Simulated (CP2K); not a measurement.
**WS2: band structure with TB-mBJ**

The system is WS2.

```
CELL_PARAMETERS angstrom
6.42736 0.00000 0.00000
5.65154 3.06122 0.00000
5.65154 1.43230 2.70547
ATOMIC_POSITIONS crystal
W 0.00000 0.00000 0.00000
S 0.58100 0.58100 0.58100
S 0.75030 0.75030 0.75030
```

Measurements of this composition are mostly on another form, of space group No. 194.

```
Program                                : CP2K 2026.2
Task                                   : band structure
Functional                             : TB-mBJ
Potentials or basis                    : POTENTIAL_UZH W GTH-PBE-q14, S GTH-PBE-q6; TZVP-MOLOPT-PBE-GTH basis
Density cutoff                         : 9184 eV
k mesh                                 : 10 × 10 × 10
Occupations                            : fermi-dirac, width 0.05 eV
Spin                                   : no spin polarisation
SCF solver                             : diagonalisation with k points
Quickstep method                       : GPW
EPS_DEFAULT                            : 1.0E-10
EPS_SCF                                : 1.0E-6
MAX_SCF                                : 100
SCF_GUESS                              : ATOMIC
k points reduced by the point group    : yes
Mesh centred on Gamma                  : yes
CHOLESKY                               : OFF
EPS_EIGVAL                             : 1.0E-7
MIXING METHOD                          : BROYDEN_MIXING
MIXING ALPHA                           : 0.4
NBUFFER                                : 8
NGRIDS                                 : 5
Basis sets                             : W TZVP-MOLOPT-PBE-GTH-q14, S TZVP-MOLOPT-PBE-GTH-q6
Potentials                             : W GTH-PBE-q14 of POTENTIAL_UZH, S GTH-PBE-q6 of POTENTIAL_UZH
ADDED_MOS                              : [15]
Points a segment of the path (NPOINTS) : 8
Bands added on the path                : 6
REL_CUTOFF (Ry)                        : 60 Ry
MIXING BETA (1/bohr)                   : 1.5 1/bohr
CUTOFF of the grids                    : 675 Ry
```

* Band gap on the k mesh: 1.16 eV, indirect (least direct gap 2.25 eV)
* Band gap along the path: 1.12 eV, indirect (least direct gap 1.92 eV)
* Mulliken charges: W +0.71; S -0.34, -0.38 e

Levels at the corners of the path, in eV from the valence-band top:
| point | band 11 | band 12 | band 13 | band 14 | band 15 | band 16 |
| --- | --- | --- | --- | --- | --- | --- |
| Γ | -2.35 | -1.65 | -1.18 | 2.30 | 2.30 | 2.63 |
| L | -2.65 | -1.86 | -1.66 | 2.35 | 2.70 | 3.74 |
| B1 | -4.09 | -3.11 | -0.64 | 1.34 | 2.65 | 3.58 |
| B | -4.09 | -3.11 | -0.64 | 1.34 | 2.65 | 3.58 |
| Z | -2.32 | -2.32 | 0.00 | 2.41 | 2.41 | 2.47 |
| Γ | -2.35 | -1.65 | -1.18 | 2.30 | 2.30 | 2.63 |
| X | -4.02 | -3.15 | -0.62 | 1.30 | 2.66 | 3.54 |
| Q | -4.02 | -3.15 | -0.62 | 1.30 | 2.66 | 3.54 |
| F | -3.25 | -2.05 | -1.49 | 2.30 | 2.81 | 3.37 |
| P1 | -3.11 | -2.01 | -1.51 | 2.30 | 2.84 | 3.42 |
| Z | -2.32 | -2.32 | 0.00 | 2.41 | 2.41 | 2.47 |
| L | -2.65 | -1.86 | -1.66 | 2.35 | 2.70 | 3.74 |
| P | -3.11 | -2.01 | -1.51 | 2.30 | 2.84 | 3.42 |

Wall time 15 min on 1 thread of Arm Neoverse N1, with other jobs on the host, peak memory 1.1 GiB.

Caveat: Mulliken charges move with the basis; this is a model potential without an energy functional, so only levels have meaning; spin-orbit coupling is left out, which moves the levels of the heavy elements; the basis of atomic orbitals isn't converged, which shifts pressures, moduli and gaps.
